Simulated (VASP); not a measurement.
Write the native input for VASP 6.6.1 that does the following.

```
Task                   : single point
Functional             : PBE
Dispersion             : D3(BJ)
Potentials or basis    : VASP PAW PBE potentials, release 64 (Li_sv, Se)
Cutoff                 : 520 eV
k mesh                 : 6 × 6 × 4
Occupations            : gaussian, width 0.2 eV
Spin                   : no spin polarisation
Dipole correction      : no
Further INCAR settings : ALGO = Normal; EDIFF = 1e-06; NBANDS = 24
```

The structure of LiSe2 lies in POSCAR:

```
LiSe2
1.0
    4.0338182944      0.0000000000      0.0000000000
   -2.0169091472      3.4933891172      0.0000000000
    0.0000000000      0.0000000000      7.9124364870
Li Se
2 4
Direct
    0.0000000000      0.0000000000      0.2500000000
    0.0000000000      0.0000000000      0.7500000000
    0.3333333333      0.6666666667      0.3832128398
    0.3333333333      0.6666666667      0.8832128398
    0.6666666667      0.3333333333      0.1167871602
    0.6666666667      0.3333333333      0.6167871602
```

The cell was built by a generator and needn't be a form met in nature.

The cell isn't the ideal one: cell x2.

The input as run:

INCAR

```
  PREC = Accurate
  ENCUT = 520
  EDIFF = 1E-6
  ISMEAR = 0
  SIGMA = 0.2
  LREAL = F
  LASPH = T
  NELM = 100
  ALGO = Normal
  ISIF = 2
  LWAVE = F
  LCHARG = T
  GGA = PE
  IVDW = 12
  LELF = T
  LVHAR = T
  NBANDS = 24
```

KPOINTS

```
regular mesh
0
Gamma
  6 6 4
```

Potentials or basis: VASP PAW PBE potentials, release 64 (Li_sv, Se).

Launch:

```bash
$ cat potpaw_PBE.64/Li_sv/POTCAR potpaw_PBE.64/Se/POTCAR > POTCAR
$ mpirun -np 1 vasp_std > vasp.out
```

Results of the run:

```yaml
Largest_force: 0.021 eV/Å
Band_gap_on_the_k_mesh: none (metal or under the smearing width)
Dispersion_energy_per_atom: -0.352 eV
```

It took 84 s on 1 thread of AMD EPYC 7R43 64-Core Processor (Zen 3) (shared host), peak memory 0.21 GiB.
